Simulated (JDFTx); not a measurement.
## AgBr: equation of state with LDA

AgBr:

```
Ag Br
1.0
     0.00000    2.87015    2.87015
     2.87015    0.00000    2.87015
     2.87015    2.87015    0.00000
Ag Br
1 1
Direct
  0.00000 0.00000 0.00000
  0.50000 0.50000 0.50000
```

| Item | Value |
| --- | --- |
| Program | JDFTx 1.7.0 (patched build) |
| Task | equation of state |
| Functional | LDA |
| Potentials or basis | PseudoDojo-SR-LDA-0.4.1-standard |
| Cutoff | 1170 eV |
| Density cutoff | 9361 eV |
| k mesh | 8 × 8 × 8 |
| Occupations | fermi-dirac, width 0.05 eV |
| Spin | no spin polarisation |

* Equilibrium volume: 21.76 Å³/atom (rough: see the caveat)
* Bulk modulus: 64 GPa (rough)

Energy against volume, from the lowest point:
| volume (Å³/atom) | energy (meV/atom) |
| --- | --- |
| 22.225 | 0.00 |
| 22.698 | 5.46 |
| 23.171 | 14.02 |
| 23.644 | 25.29 |
| 24.116 | 38.90 |
| 24.589 | 54.56 |
| 25.062 | 71.97 |

Caveat: the minimum lies outside the volumes run.
